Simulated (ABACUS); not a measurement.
The system is Rh.

```
CELL_PARAMETERS angstrom
0.00000 1.89785 1.89785
1.89785 0.00000 1.89785
1.89785 1.89785 0.00000
ATOMIC_POSITIONS crystal
Rh 0.00000 0.00000 0.00000
```

Base run:

| Quantity | Value |
| --- | --- |
| Program | ABACUS 3.10.1 |
| Functional | OLYP |
| Potentials or basis | SPMS ONCV 1.0 PBE |
| Cutoff | 1211 eV |
| Density cutoff | 4844 eV |
| Basis | plane waves |
| k mesh | 10 × 10 × 10 |
| Occupations | fermi-dirac, width 0.05 eV |
| Spin | no spin polarisation |

Its results: band gap on the k mesh none (metal or under the smearing width); pressure 3.6 GPa.

**Question.** The run is repeated on the same cell with these changes: functional from OLYP to revPBE; potentials or basis from SPMS ONCV 1.0 PBE to PseudoDojo NC SR 0.5 PBE stringent. What comes out?

**Answer.** Band gap on the k mesh none (metal or under the smearing width); pressure 11.2 GPa.

Caveats: the potentials were made for another functional, which shifts forces and pressure.
